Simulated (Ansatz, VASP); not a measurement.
Given: the input of a run of Ansatz 0.2.0 on AlAu2.

input.yaml

```yaml
crystal:
  lattice:
    - [-1.6825844299, 1.6825844299, 4.4282090376]
    - [1.6825844299, -1.6825844299, 4.4282090376]
    - [1.6825844299, 1.6825844299, -4.4282090376]
  atoms:
    - { symbol: Au, position: [0.3437272, 0.3437272, 0.0] }
    - { symbol: Au, position: [0.6562728, 0.6562728, 0.0] }
    - { symbol: Al, position: [0.0, 0.0, 0.0] }
hamiltonian:
  xc: pbesol
  pseudopotentials: { kind: paw }
kpoints:
  mp_grid: { grid: [11, 11, 11] }
scf:
  occupations: { method: fermi_dirac, width: 0.05 }
output:
  forces: true
  stress: true
  eigenvalues: true
```

Potentials or basis: Ansatz PAW.

Run with:

```bash
$ ansatz run input.yaml --threads 1 --pin off --max-ram 3584MiB --backend cpu --events-out ev --progress --plain --runs-dir out
```

Task: Set up the same calculation for VASP 6.6.1. Potentials there: VASP PAW PBE potentials, release 64 (Au, Al).

Result: As run (the cutoff follows the program's own potentials):

INCAR

```
SYSTEM = AlAu2
  PREC = Accurate
  ENCUT = 520
  EDIFF = 1E-7
  ISMEAR = -1
  SIGMA = 0.05
  LREAL = .FALSE.
  LASPH = .TRUE.
  NELM = 100
  ALGO = Normal
  ISIF = 2
  LWAVE = .FALSE.
  LCHARG = .FALSE.
  GGA = PS
  NBANDS = 20
```

KPOINTS

```
Automatic mesh
0
G
  11 11 11
  0 0 0
```

The input POSCAR:

```
AlAu2
1.0
   -1.6825844299      1.6825844299      4.4282090376
    1.6825844299     -1.6825844299      4.4282090376
    1.6825844299      1.6825844299     -4.4282090376
Au Al
2 1
Direct
    0.3437272000      0.3437272000      0.0000000000
    0.6562728000      0.6562728000      0.0000000000
    0.0000000000      0.0000000000      0.0000000000
```

Potentials or basis: VASP PAW PBE potentials, release 64 (Au, Al).

Launch:

```console
$ cat potpaw_PBE.64/Au/POTCAR potpaw_PBE.64/Al/POTCAR > POTCAR
$ mpirun -np 1 vasp_std > vasp.out
```

Both were run:

|  | VASP | Ansatz | Ansatz less VASP |
| --- | --- | --- | --- |
| gap on the k mesh at the Fermi level (eV) | none | none | - |
| pressure (GPa) | -5.2 | -5.0 | +0.23 |
| largest component of the traceless stress (GPa) | 0.29 | 0.25 | -0.041 |
| rms of the force components (eV/Å) | 0.012 | 0.011 | -0.0004 |

Atom by atom the forces differ by 0.000 eV/Å (rms over components). A gap of «none» marks a metal or a gap that the smearing closes. The two sets of potentials don't hold the same shells in valence.

Caveats: the PAW data sets were made with another functional, which shifts forces and pressure a little (VASP); the PAW data sets come from PBE, with cores solved anew for the run's functional, which leaves a small shift of forces and pressure (Ansatz). Spin-orbit coupling is left out, which matters for the levels of Au.
